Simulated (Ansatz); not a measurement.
A crystal relaxed with r2SCAN+rVV10 in the PAW code Ansatz has space group Fm-3m (No. 225) and a = 5.892 Å.

```csv
atom,site,x,y,z
Pb,4a,0.0000,0.0000,0.0000
Xx,8c,0.2500,0.7500,0.7500
```

r2SCAN gives an indirect gap of 4.92 eV, from W to X; the least direct gap is 5.07 eV at X. HSE06 gives an indirect gap of 5.71 eV, from W to X; the least direct gap is 5.85 eV at X. Meshes: r2SCAN 8×8×8, HSE06 6×6×6. r2SCAN's ε∞ is 3.2 in all directions.

**Question.** Which element is Xx?
A. F
B. Br
C. H
D. I

**Answer.** A. Xx is F: a 3-atom cell of PbF2 started from a crystallographic database. Pb is surrounded by 8 F at 2.55 Å; F is surrounded by 4 Pb at 2.55 Å.

No spin polarisation and no zero-point or thermal motion.

Spin-orbit coupling is left out; in compounds of Pb, Bi, Tl or Hg it can lower a gap by up to about 1 eV, split its edges or invert the bands.

The meshes of the hybrids are coarse, so their gaps aren't converged to the digits shown.
